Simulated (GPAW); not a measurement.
Crystal: Pd.

```xyz
2
Lattice="2.7837 0.0000 0.0000 -1.3918 2.4107 0.0000 0.0000 0.0000 4.6289" Properties=species:S:1:pos:R:3 pbc="T T T"
Pd    0.0000    1.6071    1.1572
Pd    1.3918    0.8036    3.4717
```

This isn't the form of Pd at room conditions, which is fcc.

Base run:

| Quantity | Value |
| --- | --- |
| Program | GPAW 26.7.0 |
| Functional | PBE |
| Potentials or basis | GPAW PAW data sets (gpaw-data 1.2.1) |
| Cutoff | 600 eV |
| Basis | pw |
| k mesh | 11 × 11 × 6 |
| Occupations | fermi-dirac, width 0.05 eV |
| Spin | no spin polarisation |

Its results: pressure -1.4 GPa.

Q: The run is repeated on the same cell with these changes: functional from PBE to TPSS; k mesh from 11 × 11 × 6 to 8 × 8 × 4. What comes out?

A: Pressure -7.1 GPa.

Several settings changed at once, so the effect can't be laid on one alone.

Caveats: the PAW data sets were made with another functional, which shifts forces and pressure a little (some runs).
